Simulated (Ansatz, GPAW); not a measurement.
Given: the input of a run of Ansatz 0.2.0 on PbS (Galena). 

File input.yaml:

```yaml
crystal:
  lattice:
    - [0.0, 2.96575, 2.96575]
    - [2.96575, 0.0, 2.96575]
    - [2.96575, 2.96575, 0.0]
  atoms:
    - { symbol: Pb, position: [0.0, 0.0, 0.0] }
    - { symbol: S, position: [0.5, 0.5, 0.5] }
kpoints:
  mp_grid: { grid: [8, 8, 8] }
scf:
  occupations: { method: gaussian, width: 0.024 }
hamiltonian:
  xc: pbe
  pseudopotentials: { kind: all_electron, lapw: { basis_error: 0.001 } }
output:
  forces: true
  stress: true
  eigenvalues: true
```

Potentials or basis: all-electron LAPW, scalar-relativistic.

Run with:

```sh
$ ansatz run input.yaml --threads 1 --pin off --max-ram 3072MiB --backend cpu --events-out ev --progress --plain --runs-dir out
```

Question: Translate it to GPAW 26.7.0 (ASE script). Potentials or basis there: GPAW PAW data sets (gpaw-data 1.2.1), cutoff 600 eV.

Answer: As run (cutoffs and basis follow the program's own potentials, and thresholds, step limits or extra output files can differ):

Contents of run.py:

```python
from ase import Atoms
from ase.dft.bandgap import bandgap
from ase.io import write
from ase.units import Bohr, GPa
from gpaw import GPAW, PW
from gpaw.elf import elf_from_dft_calculation

atoms = Atoms(['Pb', 'S'],
              cell=[[0.0, 2.96575, 2.96575],
                    [2.96575, 0.0, 2.96575],
                    [2.96575, 2.96575, 0.0]],
              scaled_positions=[[0.0, 0.0, 0.0],
                                [0.5, 0.5, 0.5]],
              pbc=True)

calc = GPAW(mode=PW(600),
            xc='PBE',
            kpts={'size': (8, 8, 8), 'gamma': True},
            occupations={'name': 'methfessel-paxton', 'order': 0, 'width': 0.024},
            nbands=19,
            convergence={'density': 1e-05, 'energy': 1e-05},
            maxiter=150,
            txt='gpaw.txt')
atoms.calc = calc
energy = atoms.get_potential_energy()
forces = atoms.get_forces()
stress = atoms.get_stress()
calc.write('gs.gpw')
write('result.traj', atoms)
print(f'Energy: {energy:.6f} eV')
print('Forces (eV/A):')
print(forces.round(4))
print('Stress (GPa):', (stress / GPa).round(3))
print('Fermi level:', round(calc.get_fermi_level(), 4), 'eV')
print(f'Gap: {bandgap(calc)[0]:.4f} eV, direct: {bandgap(calc, direct=True)[0]:.4f} eV')

# fields on the real-space grid
write('density.cube', atoms, data=calc.get_pseudo_density() * Bohr**3)
write('potential.cube', atoms, data=calc.get_electrostatic_potential())
write('elf.cube', atoms, data=elf_from_dft_calculation(calc).data)
```

Potentials or basis: GPAW PAW data sets (gpaw-data 1.2.1), pw.

The run is started by

```bash
$ OMP_NUM_THREADS=1 python run.py
```

Both were run:

|  | Ansatz | GPAW |
| --- | --- | --- |
| Pressure | 2.2 GPa | 2.0 GPa |

Where Ansatz's input types no cutoff or centring, it takes its own default and a Γ-centred mesh.

Pressure is positive in compression.
